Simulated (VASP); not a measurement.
Runs of VASP 6.6.1 on TeH2. The cell holds a molecule in a box, 3 atoms: a = 11.000 Å, b = 11.000 Å, c = 10.000 Å, α = 90.00°, β = 90.00°, γ = 90.00°. 

```csv
task,level,potentials or basis,cell,cutoff (eV),grid for exact exchange (PRECFOCK),screening parameter,gap on the mesh (eV),largest force (eV/Å)
electron localisation function,PBE,"VASP PAW PBE potentials, release 64 (Te, H)",as given,520,-,-,3.96,0.50
single point,PBE,"VASP PAW PBE potentials, release 64 (Te, H)",as given,520,-,-,3.96,0.50
relaxation of the atoms,PBE,"VASP PAW PBE potentials, release 64 (Te, H)","atoms relaxed from: atoms moved at random, drawn with an rms of 0.02 Å",520,-,-,3.86,0.01
single point,HSE06+D3(BJ),"VASP PAW PBE potentials, release 64 (Te, H_s)",as given,400,Fast,0.2 1/A,(a),0.04
atomic charges,PBE+TS,"VASP PAW PBE potentials, release 64 (Te, H)",as given,520,-,-,3.96,0.50
single point,PBE,"VASP PAW PBE potentials, release 64 (Te, H)","atoms moved at random, drawn with an rms of 0.05 Å",520,-,-,3.80,2.70
relaxation of the atoms,revPBE,"VASP PAW PBE potentials, release 64 (Te, H_s)",atoms relaxed,400,-,-,3.85,0.01
```

Alike in all rows: no spin polarisation; k mesh 1 × 1 × 1; smearing gaussian 0.01 eV.

Question: Fill in the values left out.

Answer: (a) 5.09.

Caveats: spin-orbit coupling is left out, which moves the levels of the heavy elements; the PAW data sets were made with another functional, which shifts forces and pressure a little (some runs).

A k mesh can miss the band edges, and the runs leave out spin-orbit coupling on Te.
